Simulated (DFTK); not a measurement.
# SiO2 (P6_322) in DFTK: reference runs

Aim: a first look at SiO2 with PBE, on the cell as given.

All numbers are computed with DFTK 0.8.2; they aren't measurements. Logs are shortened: lines on timing, memory, paths and dates and some standing lists are left out, and cuts for length are marked.

## (1) The crystal as given

It takes space group P6_322 (No. 182, hexagonal). Conventional cell: a = 5.069 Å, b = 5.069 Å, c = 8.558 Å, α = 90.00°, β = 90.00°, γ = 120.00°. Si (site symmetry 3) is surrounded by 4 O at 1.60 to 1.61 Å. O (site symmetry 2) has 2 Si at 1.61 Å as nearest neighbours. O (site symmetry 32) is surrounded by 2 Si at 1.60 Å.

The cell comes from a database or a generator and needn't be the stable form of this composition.

## (2) Single point, PBE

File run.jl:

```julia
using DFTK
using PseudoPotentialData
using Unitful, UnitfulAtomic
using LinearAlgebra, Printf
include("save.jl")
disable_threading()

# lattice vectors are the columns
lattice = austrip(1u"Å") * [  5.0690738885  -2.5345369442            0.0;
                      0.0   4.3899467611            0.0;
                      0.0            0.0     8.55848854]
symbols   = [:Si, :Si, :Si, :Si, :O, :O, :O, :O, :O, :O, :O, :O]
positions = [[0.3333333333, 0.6666666667, 0.4371258],
             [0.3333333333, 0.6666666667, 0.0628742],
             [0.6666666667, 0.3333333333, 0.5628742],
             [0.6666666667, 0.3333333333, 0.9371258],
             [0.421258745, 0.0, 0.0],
             [0.3333333333, 0.6666666667, 0.25],
             [0.6666666667, 0.3333333333, 0.75],
             [0.0, 0.578741255, 0.5],
             [0.578741255, 0.578741255, 0.0],
             [0.578741255, 0.0, 0.5],
             [0.421258745, 0.421258745, 0.5],
             [0.0, 0.421258745, 0.0]]
pseudopotentials = PseudoFamily("dojo.nc.sr.pbe.v0_4_1.standard.upf")
elements = Dict(s => ElementPsp(s, pseudopotentials) for s in unique(symbols))
atoms    = [elements[s] for s in symbols]

build_model(lattice, positions; symmetries=true) =
    model_DFT(lattice, atoms, positions;
              functionals=PBE(),
              temperature=austrip(0.05u"eV"),
              smearing=Smearing.FermiDirac(),
              symmetries)
Ecut  = 42.0  # hartree
kgrid = [6, 6, 3]
tol   = 1e-6
to_GPa = ustrip(uconvert(u"GPa", 1u"hartree/bohr^3"))

model = build_model(lattice, positions)
basis = PlaneWaveBasis(model; Ecut, kgrid)
display(basis)
scfres = self_consistent_field(basis;
                               tol,
                               nbandsalg=AdaptiveBands(model; n_bands_converge=40))
display(scfres.energies)
@printf "Fermi level: %.6f eV\n" ustrip(auconvert(u"eV", something(scfres.εF, NaN)))
forces = compute_forces_cart(scfres)
println("Forces (eV/Å)")
for (s, f) in zip(symbols, forces)
    @printf "%-3s %12.6f %12.6f %12.6f\n" s ustrip.(auconvert.(u"eV/Å", f))...
end
stress = compute_stresses_cart(scfres)
println("Stress (GPa)")
display(round.(stress * to_GPa; digits=4))
println("Levels at the first k-point (eV): ", round.(ustrip.(auconvert.(u"eV", scfres.eigenvalues[1][1:scfres.n_bands_converge])); digits=4))
save_scf!(scfres; forces, stress)
```

Potentials or basis: dojo.nc.sr.pbe.v0_4_1.standard.upf (PBE).

Launch:

```bash
$ julia --threads=1 run.jl  # save.jl only writes the numbers to a file and isn't shown; printed stress counts tension as positive; times include loading and compiling
```

What it wrote:

```text
PlaneWaveBasis discretization:

    Ecut                 : 42.0 Ha
    fft_size             : (60, 60, 100), 360000 total points
    kgrid                : MonkhorstPack([6, 6, 3])
    num.   red. kpoints  : 108
    num. irred. kpoints  : 15

    Discretized Model(gga_x_pbe+gga_c_pbe, 3D):
        lattice (in Bohr)    : [9.57916   , -4.78958  , 0         ]
                               [0         , 8.2958    , 0         ]
                               [0         , 0         , 16.1732   ]
        unit cell volume     : 1285.2 Bohr³

        atoms                : O₈Si₄
        pseudopot. family    : PseudoFamily("dojo.nc.sr.pbe.v0_4_1.standard.upf")

        num. electrons       : 64
        spin polarization    : none
        temperature          : 0.0018375 Ha
        smearing             : DFTK.Smearing.FermiDirac()

        terms                : Kinetic()
                               AtomicLocal()
                               AtomicNonlocal()
                               Ewald(nothing)
                               PspCorrection()
                               Hartree()
                               Xc(gga_x_pbe, gga_c_pbe)
                               Entropy()
n     Energy            log10(ΔE)   log10(Δρ)   Diag   Δtime
---   ---------------   ---------   ---------   ----   ------
  1   -149.1742072363                   -0.09    9.9     158s
  2   -149.3192244517       -0.84       -0.11    4.6     117s
  3   -149.7928988760       -0.32       -0.71    5.0     105s
  4   -149.8142188457       -1.67       -1.63    4.0    96.1s
  5   -149.8142750671       -4.25       -2.46    1.0    59.9s
  6   -149.8142959043       -4.68       -2.87    4.6    84.5s
  7   -149.8142972948       -5.86       -3.18    3.9    73.1s
  8   -149.8142977891       -6.31       -3.41    3.1    83.5s
  9   -149.8142978740       -7.07       -3.63    1.9    62.4s
 10   -149.8142979217       -7.32       -3.91    2.3    71.9s
 11   -149.8142979304       -8.06       -4.23    2.2    59.1s
 12   -149.8142979349       -8.35       -4.66    3.3    79.7s
 13   -149.8142979351       -9.68       -4.85    2.3    77.1s
 14   -149.8142979353       -9.81       -5.50    2.8    68.0s
 15   -149.8142979353      -10.55       -6.14    5.0    95.5s
Energy breakdown (in Ha):
    Kinetic             98.1651259
    AtomicLocal         -188.9886409
    AtomicNonlocal      -19.9840135
    Ewald               -71.0931591
    PspCorrection       4.3291319
    Hartree             68.2489155
    Xc                  -40.4916577
    Entropy             0.0000000

    total               -149.814297935310
Fermi level: 1.566861 eV
Forces (eV/Å)
Si      0.000000    -0.000000     0.027103
Si      0.000000    -0.000000    -0.027103
Si     -0.000000     0.000000    -0.027103
Si     -0.000000     0.000000     0.027103
O      -0.219084     0.000001     0.000000
O       0.000001     0.000001     0.000000
O      -0.000000     0.000001     0.000000
O      -0.109542     0.189733     0.000000
O       0.109543     0.189733     0.000000
O       0.219085     0.000001    -0.000000
O      -0.109542    -0.189732     0.000000
O       0.109543    -0.189732    -0.000000
Stress (GPa)
3×3 StaticArraysCore.SMatrix{3, 3, Float64, 9} with indices SOneTo(3)×SOneTo(3):
 -3.6345   0.0      0.0
  0.0     -3.6345  -0.0
  0.0     -0.0     -3.6601
Levels at the first k-point (eV): [-20.6035, -20.1988, -19.2047, -18.551, -18.5368, -18.5368, -18.5252, -18.5252, -11.0001, -9.7655, -7.8162, -7.0745, -7.0368, -7.0368, -6.8448, -6.8448, -4.2758, -3.8146, -3.8146, -3.4939, -3.4939, -3.2372, -3.153, -3.153, -3.1454, -3.1454, -2.0687, -2.0687, -1.9253, -1.8774, -1.2734, -1.2734, 4.3914, 6.6363, 7.0836, 7.657, 8.154, 8.154, 8.5796, 8.971]
```

Run time: 32 min. Hardware: 1 thread of AMD EPYC (Zen 3), shared host; peak memory 5.3 GiB.

What came out:

```yaml
Free_energy: -4076.6547 eV
Pressure: 3.6 GPa
Largest_force: 0.219 eV/Å
Band_gap_on_the_k_mesh: 5.65 eV, indirect (least direct gap 5.66 eV)
```

Forces in eV/Å, atoms in the order of the input:
```
Si   0.000  0.000  0.027
Si   0.000  0.000 -0.027
Si   0.000  0.000 -0.027
Si   0.000  0.000  0.027
O   -0.219  0.000  0.000
O    0.000  0.000  0.000
O    0.000  0.000  0.000
O   -0.110  0.190  0.000
O    0.110  0.190  0.000
O    0.219  0.000  0.000
O   -0.110 -0.190  0.000
O    0.110 -0.190  0.000
```

Caveat: an odd mesh through Γ misses points on the zone boundary, where band edges often lie.
